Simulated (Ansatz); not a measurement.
TiAl3: enthalpy against pressure

TiAl3, Pm-3m, a = 3.956 Å. This isn't the usual stable structure of the compound. Ansatz: r2SCAN, PAW, 500 eV, Γ-centred 10×10×10 mesh on 4 atoms, Gaussian smearing 0.10 eV; no spin polarisation. Cell and atoms are relaxed at each pressure, and no other structure is tried, so the rows at high pressure may lie past a change of phase. y is the enthalpy over the state at zero pressure; there V0 = 15.474 Å³/atom. The pressures are the targets, met within 0.08 GPa.

```
P (GPa) y (eV/atom)
   -1.0      -0.0970
    0.0       0.0000
    1.0       0.0961
    4.0       0.3799
   12.0            ?
   25.0       2.2175
   50.0       4.1712
   90.0       6.9720
```

Q: Fit y = c1 P + c2 P² + c3 P³ to the other rows, say what c1 and c2 mean, and predict the missing value.

A: Least squares on the rows shown. y = 0.095356 P − 0.00028897 P² + 1.0023×10⁻⁶ P³. Since dH/dP = V, c1 is V0: 0.095356 eV/GPa × 160.2 = 15.276 Å³ against 15.474; c2 = −V0/(2B0) gives B0 = 165 GPa, where a Birch–Murnaghan fit to the volumes of the same runs (not shown) gives 116 GPa: a cubic over this range folds the higher terms into c2. At P = 12.0 the fit asked for gives 1.1044 eV/atom. The run gave 1.1069 eV/atom, so the fit is 0.0025 eV/atom too low, within twice the rms miss on the fitted rows (0.0016 eV/atom).

The mesh isn't the same in all rows (10×10×10, 12×12×12).